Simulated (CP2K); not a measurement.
The system is TaS2.

```xyz
3
Lattice="3.3500 0.0000 0.0000 -1.6750 2.9012 0.0000 0.0000 0.0000 5.8600" Properties=species:S:1:pos:R:3 pbc="T T T"
Ta    0.0000    0.0000    0.0000
S     1.6750    0.9671    4.3950
S     0.0000    1.9341    1.4650
```

Program: CP2K 2026.2. Alike in all runs: task band structure; no spin polarisation; cell as given; k mesh 9 × 9 × 5.

**Question.** Order these runs on this cell by their pressure, lowest first.
A. level LDA; potentials or basis GTH_POTENTIALS Ta GTH-PADE-q13, S GTH-PADE-q6; TZVP-MOLOPT-PBE-GTH basis; smearing fermi-dirac 0.05 eV; EPS_DEFAULT 1.0E-10; NGRIDS 4; points a segment of the path (NPOINTS) 10; bands added on the path 2; CUTOFF of the grids 450 Ry
B. level PBE; potentials or basis POTENTIAL_UZH Ta GTH-PBE-q13, S GTH-PBE-q6; TZVP-MOLOPT-PBE-GTH basis; smearing fermi-dirac 0.05 eV; EPS_DEFAULT 1.0E-9; NGRIDS 5; points a segment of the path (NPOINTS) 8; bands added on the path 6; CUTOFF of the grids 450 Ry
C. level r2SCAN; potentials or basis POTENTIAL_UZH Ta GTH-SCAN-q13, S GTH-SCAN-q6; TZVP-MOLOPT-SCAN-GTH basis; smearing fermi-dirac 0.01 eV; EPS_DEFAULT 1.0E-10; NGRIDS 4; points a segment of the path (NPOINTS) 10; bands added on the path 6; CUTOFF of the grids 675 Ry

**Answer.** A (2.5 GPa), C (6.0 GPa), B (8.2 GPa).

Caveats: the basis of atomic orbitals isn't converged, which shifts pressures, moduli and gaps; this functional lacks dispersion, which binds the layers, so the pressure and a relaxed spacing across them are unreliable (some runs).
